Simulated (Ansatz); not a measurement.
# Pd (diamond type): the cost of one run

Program: Ansatz 0.2.0. Level of theory: DFT, PBE, PAW with Ansatz's default frozen-core files, scalar-relativistic. These are calculated values, not measurements.

## (1) The starting structure

Symmetry: Fd-3m, No. 227, cubic system. Conventional cell: a = 5.357 Å, b = 5.357 Å, c = 5.357 Å, α = 90.00°, β = 90.00°, γ = 90.00°. Pd (site symmetry -43m) has 4 Pd at 2.32 Å as nearest neighbours.

As a file:

```
Pd
1.0
     0.00000    2.67843    2.67843
     2.67843    0.00000    2.67843
     2.67843    2.67843    0.00000
Pd
2
Cartesian
  -0.6696 -0.6696 -0.6696
  0.6696 0.6696 0.6696
```

Whether this phase is the stable one at these pressures isn't tested.

Atoms are numbered in the order of the input: Pd1, Pd2.

## (2) Cell relaxed at zero pressure, PAW

input.yaml reads:

```yaml
crystal:
  lattice:
    - [0.0, 2.6784289448, 2.6784289448]
    - [2.6784289448, 0.0, 2.6784289448]
    - [2.6784289448, 2.6784289448, 0.0]
  atoms:
    - { symbol: Pd, position: [-0.125, -0.125, -0.125] }
    - { symbol: Pd, position: [0.125, 0.125, 0.125] }
kpoints:
  mp_grid: { grid: [12, 12, 12] }
scf:
  occupations: { method: fermi_dirac, width: 0.08 }
hamiltonian:
  xc: pbe
  pseudopotentials: { kind: paw }
output:
  forces: true
  stress: true
relax:
  f_tol: 0.005
  max_steps: 40
  cell: {}
```

Started as:

```bash
$ ansatz run input.yaml --threads 1 --pin off --max-ram 2048MiB --backend cpu --events-out ev --progress --plain --runs-dir out
```

**Question.** How long does this run take on 1 thread of Intel Xeon Platinum 8488C (Sapphire Rapids), shared host, and how much memory does it need?

About 17 s, with a peak of 0.41 GiB.
